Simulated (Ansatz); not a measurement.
# KBr: moving Br off its site

KBr, Fm-3m, a = 6.585 Å (as given, not relaxed at this level: 0.2 GPa). Ansatz: r2SCAN, PAW, 500 eV, Γ-centred 6×6×6 mesh on 2 atoms, Gaussian smearing 0.05 eV; no spin polarisation.

```
K Br
1.0
     0.00000    3.29250    3.29250
     3.29250    0.00000    3.29250
     3.29250    3.29250    0.00000
K Br
1 1
Cartesian
  0.0000 0.0000 0.0000
  3.2925 3.2925 3.2925
```

Atom 2 (Br) moves by x along the unit vector (0.000, -0.707, -0.707), with its periodic images; all else is held. y is the free energy of the cell over the start, F the force along the path summed over the moved atoms. Symmetry makes y even in x.

| x (Å) | y (meV) | F (eV/Å) |
| --- | --- | --- |
| -0.5000 | 184.2 | 0.79 |
| -0.2500 | 43.5 | 0.36 |
| 0.0000 | 0.0 | 0.00 |
| 0.0625 | ? | ? |
| 0.1250 | 10.7 | -0.17 |
| 0.1875 | 24.2 | -0.26 |
| 0.3125 | 68.7 | -0.45 |
| 0.3750 | 100.3 | -0.56 |
| 0.4375 | 138.7 | -0.67 |

Q: Fit y = c2 x² + c4 x⁴ to the energies of the other rows, give the force constant, and predict energy and force of the missing row.

A: Least squares on the rows shown. y = 682.52 x² + 217.82 x⁴. The force constant is 2 c2 = 1.37 eV/Å² (for all images moving together, not for a lone atom). With two atoms in a cubic cell this is the optical mode at Γ without the LO field: ω = 521.5 √(2 c2/μ) = 119 cm⁻¹ for μ = 26.25 u. The force −dy/dx at the missing row is -0.09 eV/Å (computed -0.09). At x = 0.0625 the fit asked for gives 2.7 meV. The run gave 2.7 meV, the same to the digits shown.